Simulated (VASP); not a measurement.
# InP (F-43m) in VASP: further runs, part 2 of 2

VASP 6.6.1. Earlier steps stand in the parts before.

## 3. Single point, PBEsol-based global hybrid

This run uses another cell than the first one, of 23.66 Å³/atom, 0.940 times its volume.

Input file POSCAR:

```
InP
1.0
    0.0000000000      2.8706770916      2.8706770916
    2.8706770916      0.0000000000      2.8706770916
    2.8706770916      2.8706770916      0.0000000000
In P
1 1
Direct
    0.0000000000      0.0000000000      0.0000000000
    0.7500000000      0.7500000000      0.7500000000
```

Input file INCAR.step1:

```
SYSTEM = InP
ALGO = Normal
EDIFF = 1E-5
ENCUT = 520
GGA = PE
ISIF = 2
ISMEAR = -1
LASPH = .TRUE.
LCHARG = .FALSE.
LREAL = .FALSE.
LWAVE = .TRUE.
NBANDS = 16
NELM = 100
PREC = Accurate
SIGMA = 0.05
```

Input file INCAR.step2:

```
SYSTEM = InP
AEXX = 0.25
ALGO = Normal
EDIFF = 1E-6
ENCUT = 520
GGA = PS
ISIF = 2
ISMEAR = -1
ISTART = 1
LASPH = .TRUE.
LCHARG = .FALSE.
LHFCALC = .TRUE.
LREAL = .FALSE.
LWAVE = .FALSE.
NBANDS = 16
NELM = 100
PREC = Accurate
PRECFOCK = Normal
SIGMA = 0.05
```

Input file KPOINTS:

```
k-points
0
G
  4 4 4
  0 0 0
```

Potentials or basis: VASP PAW PBE potentials, release 64 (In_d, P).

On the command line:

```console
$ cat potpaw_PBE.64/In_d/POTCAR potpaw_PBE.64/P/POTCAR > POTCAR
$ cp INCAR.step1 INCAR
$ mpirun -np 1 vasp_std > vasp.out
$ cp INCAR.step2 INCAR
$ mpirun -np 1 vasp_std > vasp.out
```

OUTCAR:

```text
SYSTEM = InP
   AEXX = 0.25
   EDIFF = 1E-6
   ENCUT = 520
   GGA = PS
   ISIF = 2
   ISMEAR = -1
   ISTART = 1
   LASPH = .TRUE.
   LHFCALC = .TRUE.
   LREAL = .FALSE.
   NELM = 100
   PREC = Accurate
   PRECFOCK = Normal

 ion  position               nearest neighbor table
   1  0.000  0.000  0.000-   2 2.49   2 2.49   2 2.49   2 2.49
   2  0.750  0.750  0.750-   1 2.49   1 2.49   1 2.49   1 2.49

  LATTYP: Found a face centered cubic cell.
 ALAT       =     5.7413541832

  Lattice vectors:

 A1 = (   0.0000000000,   2.8706770916,   2.8706770916)
 A2 = (   2.8706770916,   0.0000000000,   2.8706770916)
 A3 = (   2.8706770916,   2.8706770916,   0.0000000000)

Analysis of symmetry for initial positions (statically):
=====================================================================
 Subroutine PRICEL returns:
 Original cell was already a primitive cell.

 Routine SETGRP: Setting up the symmetry group for a
 face centered cubic supercell.

 Subroutine GETGRP returns: Found 24 space group operations
 (whereof 24 operations were pure point group operations)
 out of a pool of 48 trial point group operations.

The static configuration has the point symmetry T_d .

Analysis of symmetry for dynamics (positions and initial velocities):
=====================================================================
 Subroutine PRICEL returns:
 Original cell was already a primitive cell.

 Routine SETGRP: Setting up the symmetry group for a
 face centered cubic supercell.

 Subroutine GETGRP returns: Found 24 space group operations
 (whereof 24 operations were pure point group operations)
 out of a pool of 48 trial point group operations.

The dynamic configuration has the point symmetry T_d .

 Subroutine INISYM returns: Found 24 space group operations
 (whereof 24 operations are pure point group operations),
 and found     1 'primitive' translations

----------------------------------------------------------------------------------------

                                     Primitive cell

  volume of cell :      47.3133

  direct lattice vectors                    reciprocal lattice vectors
     0.000000000  2.870677092  2.870677092    -0.174174936  0.174174936  0.174174936
     2.870677092  0.000000000  2.870677092     0.174174936 -0.174174936  0.174174936
     2.870677092  2.870677092  0.000000000     0.174174936  0.174174936 -0.174174936

  length of vectors
     4.059750476  4.059750476  4.059750476     0.301679839  0.301679839  0.301679839

  position of ions in fractional coordinates (direct lattice)
     0.000000000  0.000000000  0.000000000
     0.750000000  0.750000000  0.750000000

  ion indices of the primitive-cell ions
   primitive index   ion index
                 1           1
                 2           2

----------------------------------------------------------------------------------------

 KPOINTS: k-points

Automatic generation of k-mesh.
 Grid dimensions read from file:
 generate k-points for:    4    4    4

 Generating k-lattice:

  Cartesian coordinates                     Fractional coordinates (reciprocal lattice)
    -0.043543734  0.043543734  0.043543734     0.250000000  0.000000000  0.000000000
     0.043543734 -0.043543734  0.043543734     0.000000000  0.250000000  0.000000000
     0.043543734  0.043543734 -0.043543734     0.000000000  0.000000000  0.250000000

  Length of vectors
     0.075419960  0.075419960  0.075419960

  Shift w.r.t. Gamma in fractional coordinates (k-lattice)
     0.000000000  0.000000000  0.000000000

 Subroutine IBZKPT returns following result:
 ===========================================

 Found      8 irreducible k-points:

 Following reciprocal coordinates:
            Coordinates               Weight
  0.000000  0.000000  0.000000      1.000000
  0.250000  0.000000  0.000000      8.000000
  0.500000  0.000000  0.000000      4.000000
  0.250000  0.250000  0.000000      6.000000
  0.500000  0.250000  0.000000     24.000000
 -0.250000  0.250000  0.000000     12.000000
  0.500000  0.500000  0.000000      3.000000
 -0.250000  0.500000  0.250000      6.000000
   k-points           NKPTS =      8   k-points in BZ     NKDIM =     64   number of bands    NBANDS=     16
   number of dos      NEDOS =    301   number of ions     NIONS =      2
   total plane-waves  NPLWV =  27000
   dimension x,y,z NGX =    30 NGY =   30 NGZ =   30
   dimension x,y,z NGXF=    60 NGYF=   60 NGZF=   60
   ions per type =               1   1
   NGX,Y,Z   is equivalent  to a cutoff of  12.28, 12.28, 12.28 a.u.
   NGXF,Y,Z  is equivalent  to a cutoff of  24.57, 24.57, 24.57 a.u.
 SYSTEM =  InP
   PREC   = accura    normal or accurate (medium, high low for compatibility)
   ISTART =      1    job   : 0-new  1-cont  2-samecut
   ICHARG =      0    charge: 1-file 2-atom 10-const
   ISPIN  =      1    spin polarized calculation?
   LNONCOLLINEAR =      F non collinear calculations
   LSORBIT =      F    spin-orbit coupling
   LASPH  =      T    aspherical Exc in radial PAW
   ENCUT  =  520.0 eV  38.22 Ry    6.18 a.u.   7.55  7.55  7.55*2*pi/ulx,y,z
   NELM   =    100;   NELMIN=  2; NELMDL=  0     # of ELM steps
   EDIFF  = 0.1E-05   stopping-criterion for ELM
   LREAL  =      F    real-space projection
   EDIFFG = 0.1E-04   stopping-criterion for IOM
   NSW    =      0    number of steps for IOM
   IBRION =     -1    ionic relax: 0-MD 1-quasi-New 2-CG
   NFREE  =      0    steps in history (QN), initial steepest desc. (CG)
   ISIF   =      2    stress and relaxation
   ISYM   =      3    0-nonsym 1-usesym 2-fastsym
   POTIM  = 0.5000    time-step for ionic-motion
   TEBEG  =    0.0;   TEEND  =   0.0 temperature during run
   PSTRESS=    0.0 pullay stress
   NELECT =      18.0000    total number of electrons
   NUPDOWN=      -1.0000    fix difference up-down
   EMIN   =  10.00;   EMAX   =-10.00  energy-range for DOS
   EFERMI =   0.00;   METHOD = LEGACY
   ISMEAR =    -1;   SIGMA  =   0.05  broadening in eV -4-tet -1-fermi 0-gaus
   EFERMI_NEDOS =   21; number of points for ismear=-14 and -15
   IALGO  =     38    algorithm
   IMIX   =      1    mixing-type and parameters
     AMIX     =   0.40;   BMIX     =  1.00
     AMIX_MAG =   1.60;   BMIX_MAG =  1.00
  volume/ion in A,a.u.               =      23.66       159.64
  Fermi-wavevector in a.u.,A,eV,Ry     =   1.186237  2.241662 19.145537  1.407157
  Thomas-Fermi vector in A             =   2.322414
   LORBIT       =      0    0 simple, 1 ext, 2 COOP (PROOUT), +10 PAW based schemes
   GGA     = PS    functional components
   LHFCALC =     T    Hartree Fock is set to
   PRECFOCK=normal    Normal, Fast or Accurate (Low or Medium for compatibility)
   ENCUT4O =  -1.0   cutoff for four orbital integrals eV
   NKREDX  =     1    reduce k-point grid by
   NKREDY  =     1    reduce k-point grid by
   NKREDZ  =     1    reduce k-point grid by
   AEXX    =    0.2500 exact exchange contribution
   HFSCREEN=    0.0000 screening length (either q_TF or 0.3 A-1)
   HFSCREENC=   0.0000 screening length for correlation (either q_TF or 0.3 A-1)
   ENCUTFOCK=  -1.0 apply spherical cutoff to Coloumb kernel
   IVDW    =     0    specifies the selected vdW correction
   LEPSILON=     F    determine dielectric tensor
   LRPA    =     F    only Hartree local field effects (RPA)
 non-spin polarized calculation
  energy-cutoff  :      520.00
  volume of cell :       47.31
 maximum number of plane-waves:      1287
  NGX = 24; NGY = 24; NGZ = 24

 number of electron      17.9999999 magnetization

 Free energy of the ion-electron system (eV)
  ---------------------------------------------------
  ext. energy  EPLUGINS =         0.00000000
  ---------------------------------------------------
  free energy    TOTEN  =       -11.32543456 eV

  energy without entropy =      -11.32543456  energy(sigma->0) =      -11.32543456

 E-fermi :   6.1003     XC(G=0):  -7.6964

 val. band max:        5.0272104385   @ k =   0.0000   0.0000   0.0000
 cond. band min:       7.5527759049   @ k =   0.0000   0.0000   0.0000
 fundamental gap:      2.5255654664
 Fermi energy:         6.1002764856

 k-point     1 :       0.0000    0.0000    0.0000
  band No.  band energies     occupation
      1     -11.0257      2.00000
      2     -11.0257      2.00000
      3     -11.0257      2.00000
      4     -10.8280      2.00000
      5     -10.8280      2.00000
      6      -8.2648      2.00000
[... 129 lines left out ...]
      3     -10.9049      2.00000
      4     -10.8558      2.00000
      5     -10.8113      2.00000
      6      -5.2196      2.00000
[... 8 lines left out ...]
     15      18.6416      0.00000
     16      19.2196      0.00000

------------------------ aborting loop because EDIFF is reached ----------------------------------------

  FORCE on cell =-STRESS in cart. coord.  units (eV):
  Direction    XX          YY          ZZ          XY          YZ          ZX
  --------------------------------------------------------------------------------------
  -------------------------------------------------------------------------------------
  Total        1.3113098      1.3113098      1.3113098     -0.0000000      0.0000000      0.0000000
  in kB       44.4050998     44.4050998     44.4050998     -0.0000000      0.0000000      0.0000000
  external PRESSURE =      44.4050998 kB  Pullay stress =       0.0000000 kB

 VOLUME and BASIS-vectors are now :
 -----------------------------------------------------------------------------
  energy-cutoff  :      520.00
  volume of cell :       47.31
      direct lattice vectors                 reciprocal lattice vectors
     0.000000000  2.870677092  2.870677092    -0.174174936  0.174174936  0.174174936
     2.870677092  0.000000000  2.870677092     0.174174936 -0.174174936  0.174174936
     2.870677092  2.870677092  0.000000000     0.174174936  0.174174936 -0.174174936

 POSITION                                       TOTAL-FORCE (eV/Angst)
 -----------------------------------------------------------------------------------
      0.00000      0.00000      0.00000        -0.000000     -0.000000     -0.000000
      4.30602      4.30602      4.30602         0.000000      0.000000      0.000000
 -----------------------------------------------------------------------------------
    total drift:                               -0.000342     -0.000278     -0.000188

  FREE ENERGIE OF THE ION-ELECTRON SYSTEM (eV)
  ---------------------------------------------------
  free  energy   TOTEN  =       -11.3254345589 eV

  energy  without entropy=      -11.3254345589  energy(sigma->0) =      -11.32543456
```

Wall time 9.9 min (1 thread of AMD EPYC 7R43 (Zen 3), shared host); peak memory 0.14 GiB.

Results:

* Free energy: -11.3254 eV
* Pressure: 4.4 GPa
* Band gap on the k mesh: 2.53 eV, direct

Caveat: the k points lie up to 0.47 Å⁻¹ apart; the PAW data sets were made with another functional, which shifts forces and pressure a little; spin-orbit coupling is left out, which moves the levels of the heavy elements.

## 4. Single point, PBEsol-based global hybrid

This run uses another cell than the first one, of 24.16 Å³/atom, 0.960 times its volume.

Input file POSCAR:

```
InP
1.0
    0.0000000000      2.8908937935      2.8908937935
    2.8908937935      0.0000000000      2.8908937935
    2.8908937935      2.8908937935      0.0000000000
In P
1 1
Direct
    0.0000000000      0.0000000000      0.0000000000
    0.7500000000      0.7500000000      0.7500000000
```

Input file INCAR.step1:

```
ALGO = Normal ; EDIFF = 1E-5
ENCUT = 520 ; GGA = PE
ISIF = 2 ; ISMEAR = -1
LASPH = T ; LREAL = F
LWAVE = T ; NBANDS = 16
NELM = 60 ; PREC = Accurate
SIGMA = 0.05
```

Input file INCAR.step2:

```
AEXX = 0.25 ; ALGO = Normal
EDIFF = 1E-7 ; ENCUT = 520
GGA = PS ; ISIF = 2
ISMEAR = -1 ; ISTART = 1
LASPH = T ; LCHARG = T
LELF = T ; LHFCALC = T
LREAL = F ; LVHAR = T
LWAVE = F ; NBANDS = 16
NELM = 60 ; PREC = Accurate
PRECFOCK = Normal ; SIGMA = 0.05
```

Input file KPOINTS:

```
k-points
0
Gamma
  4 4 4
```

Potentials or basis: VASP PAW PBE potentials, release 64 (In_d, P).

On the command line:

```console
$ cat potpaw_PBE.64/In_d/POTCAR potpaw_PBE.64/P/POTCAR > POTCAR
$ cp INCAR.step1 INCAR
$ mpirun -np 1 vasp_std > vasp.out
$ cp INCAR.step2 INCAR
$ mpirun -np 1 vasp_std > vasp.out
```

OUTCAR:

```text
AEXX = 0.25
   EDIFF = 1E-7
   ENCUT = 520
   GGA = PS
   ISIF = 2
   ISMEAR = -1
   ISTART = 1
   LASPH = T
   LHFCALC = T
   LREAL = F
   NELM = 60
   PREC = Accurate
   PRECFOCK = Normal

 ion  position               nearest neighbor table
   1  0.000  0.000  0.000-   2 2.50   2 2.50   2 2.50   2 2.50
   2  0.750  0.750  0.750-   1 2.50   1 2.50   1 2.50   1 2.50

  LATTYP: Found a face centered cubic cell.
 ALAT       =     5.7817875870

  Lattice vectors:

 A1 = (   0.0000000000,   2.8908937935,   2.8908937935)
 A2 = (   2.8908937935,   0.0000000000,   2.8908937935)
 A3 = (   2.8908937935,   2.8908937935,   0.0000000000)

Analysis of symmetry for initial positions (statically):
=====================================================================
 Subroutine PRICEL returns:
 Original cell was already a primitive cell.

 Routine SETGRP: Setting up the symmetry group for a
 face centered cubic supercell.

 Subroutine GETGRP returns: Found 24 space group operations
 (whereof 24 operations were pure point group operations)
 out of a pool of 48 trial point group operations.

The static configuration has the point symmetry T_d .
[... 148 lines left out ...]

  energy without entropy =      -11.34889029  energy(sigma->0) =      -11.34889029

 E-fermi :   5.8975     XC(G=0):  -7.6248

 val. band max:        4.7837901869   @ k =   0.0000   0.0000   0.0000
 cond. band min:       7.1804523107   @ k =   0.0000   0.0000   0.0000
 fundamental gap:      2.3966621239
 Fermi energy:         5.8975125446

 k-point     1 :       0.0000    0.0000    0.0000
  band No.  band energies     occupation
      1     -11.2241      2.00000
      2     -11.2241      2.00000
      3     -11.2241      2.00000
      4     -11.0388      2.00000
      5     -11.0388      2.00000
      6      -8.3430      2.00000
[... 129 lines left out ...]
      3     -11.1112      2.00000
      4     -11.0645      2.00000
      5     -11.0231      2.00000
      6      -5.4141      2.00000
[... 8 lines left out ...]
     15      18.3066      0.00000
     16      18.8610      0.00000

------------------------ aborting loop because EDIFF is reached ----------------------------------------

  FORCE on cell =-STRESS in cart. coord.  units (eV):
  Direction    XX          YY          ZZ          XY          YZ          ZX
  --------------------------------------------------------------------------------------
  -------------------------------------------------------------------------------------
  Total        0.8175521      0.8175521      0.8175521      0.0000000      0.0000000      0.0000000
  in kB       27.1081330     27.1081330     27.1081330      0.0000000      0.0000000      0.0000000
  external PRESSURE =      27.1081330 kB  Pullay stress =       0.0000000 kB

 VOLUME and BASIS-vectors are now :
 -----------------------------------------------------------------------------
  energy-cutoff  :      520.00
  volume of cell :       48.32
      direct lattice vectors                 reciprocal lattice vectors
     0.000000000  2.890893794  2.890893794    -0.172956890  0.172956890  0.172956890
     2.890893794  0.000000000  2.890893794     0.172956890 -0.172956890  0.172956890
     2.890893794  2.890893794  0.000000000     0.172956890  0.172956890 -0.172956890

 POSITION                                       TOTAL-FORCE (eV/Angst)
 -----------------------------------------------------------------------------------
      0.00000      0.00000      0.00000         0.000000      0.000000      0.000000
      4.33634      4.33634      4.33634        -0.000000     -0.000000     -0.000000
 -----------------------------------------------------------------------------------
    total drift:                               -0.000015     -0.000026     -0.000007

  FREE ENERGIE OF THE ION-ELECTRON SYSTEM (eV)
  ---------------------------------------------------
  free  energy   TOTEN  =       -11.3488902898 eV

  energy  without entropy=      -11.3488902898  energy(sigma->0) =      -11.34889029
```

It took 15 min on 1 thread of AMD EPYC 7R43 (Zen 3), shared host; peak memory 0.14 GiB.

What came out:

- Free energy: -11.3489 eV
- Pressure: 2.7 GPa
- Band gap on the k mesh: 2.40 eV, direct

Levels at points of the mesh, in eV from the valence-band top:
```
           k point  band 6  band 7  band 8  band 9  band 10  band 11  band 12  band 13
(0.00, 0.00, 0.00)  -13.13    0.00    0.00    0.00     2.40     5.59     5.59     5.59
(0.50, 0.00, 0.00)  -11.08   -6.61   -1.15   -1.15     3.02     6.34     6.34     8.72
(0.50, 0.50, 0.00)  -10.30   -6.56   -2.75   -2.75     2.91     3.64    11.39    11.91
```

Caveat: the k points lie up to 0.47 Å⁻¹ apart; the PAW data sets were made with another functional, which shifts forces and pressure a little; spin-orbit coupling is left out, which moves the levels of the heavy elements.

## 5. Single point, PBEsol-based global hybrid

This run uses another cell than the first one, of 24.66 Å³/atom, 0.980 times its volume.

Input file POSCAR:

```
InP
1.0
    0.0000000000      2.9108316221      2.9108316221
    2.9108316221      0.0000000000      2.9108316221
    2.9108316221      2.9108316221      0.0000000000
In P
1 1
Direct
    0.0000000000      0.0000000000      0.0000000000
    0.7500000000      0.7500000000      0.7500000000
```

Input file INCAR.step1:

```
SYSTEM = InP
  ALGO = Normal
  EDIFF = 1E-5
  ENCUT = 520
  GGA = PE
  ISIF = 2
  ISMEAR = -1
  LASPH = .True.
  LCHARG = .False.
  LREAL = .False.
  LWAVE = .True.
  NBANDS = 16
  NELM = 60
  PREC = Accurate
  SIGMA = 0.05
```

Input file INCAR.step2:

```
SYSTEM = InP
  AEXX = 0.25
  ALGO = Normal
  EDIFF = 1E-6
  ENCUT = 520
  GGA = PS
  ISIF = 2
  ISMEAR = -1
  ISTART = 1
  LASPH = .True.
  LCHARG = .False.
  LHFCALC = .True.
  LREAL = .False.
  LWAVE = .False.
  NBANDS = 16
  NELM = 60
  PREC = Accurate
  PRECFOCK = Normal
  SIGMA = 0.05
```

Input file KPOINTS:

```
k-points
0
Gamma
  4 4 4
  0 0 0
```

On the command line:

```console
$ cat potpaw_PBE.64/In_d/POTCAR potpaw_PBE.64/P/POTCAR > POTCAR
$ cp INCAR.step1 INCAR
$ mpirun -np 1 vasp_std > vasp.out
$ cp INCAR.step2 INCAR
$ mpirun -np 1 vasp_std > vasp.out
```

Wall time 9.4 min (1 thread of AMD EPYC 7R43 (Zen 3), shared host); peak memory 0.14 GiB.

It converged, with:

* Free energy: -11.3607 eV
* Pressure: 0.8 GPa
* Band gap on the k mesh: 2.27 eV, direct

Levels at points of the mesh, in eV from the valence-band top:
```
           k point  band 6  band 7  band 8  band 9  band 10  band 11  band 12  band 13
(0.00, 0.00, 0.00)  -12.97    0.00    0.00    0.00     2.27     5.59     5.59     5.59
(0.50, 0.00, 0.00)  -11.00   -6.49   -1.12   -1.12     2.96     6.34     6.34     8.68
(0.50, 0.50, 0.00)  -10.24   -6.45   -2.67   -2.67     2.94     3.64    11.24    11.76
```

Caveat: the k points lie up to 0.47 Å⁻¹ apart; the PAW data sets were made with another functional, which shifts forces and pressure a little; spin-orbit coupling is left out, which moves the levels of the heavy elements.

## 6. Summary

| level | cell | k mesh | grid for exact exchange (PRECFOCK) | share of exact exchange | gap on the mesh (eV) | pressure (GPa) |
| --- | --- | --- | --- | --- | --- | --- |
| PBEsol | a = 4.144 Å, angles 60.0°, 2 atoms | 7 × 7 × 7 | - | - | 0.61 | 0.6 |
| PBEsol-based global hybrid | a = 4.060 Å, angles 60.0°, 2 atoms | 4 × 4 × 4 | Normal | 0.25 | 2.53 | 4.4 |
| PBEsol-based global hybrid | a = 4.088 Å, angles 60.0°, 2 atoms | 4 × 4 × 4 | Normal | 0.25 | 2.40 | 2.7 |
| PBEsol-based global hybrid | a = 4.117 Å, angles 60.0°, 2 atoms | 4 × 4 × 4 | Normal | 0.25 | 2.27 | 0.8 |

Alike in all rows: task single point; potentials or basis VASP PAW PBE potentials, release 64 (In_d, P); no spin polarisation; cutoff (eV) 520; smearing fermi-dirac 0.05 eV.

Caveats: some runs use coarse meshes; the PAW data sets were made with another functional, which shifts forces and pressure a little; spin-orbit coupling is left out, which moves the levels of the heavy elements.

Absolute energies hang on the potentials; compare differences alone.

## 7. Against experiment

Step 2. Measured gap of InP: 1.4236 eV (direct; 1.6 K; a printed reference work, data compilation). This calculation gives 0.61 eV (-0.81 eV). Spin-orbit coupling on In is left out. The value is that of PBEsol, without temperature or zero-point motion. Semilocal functionals fall short of measured gaps as a rule.
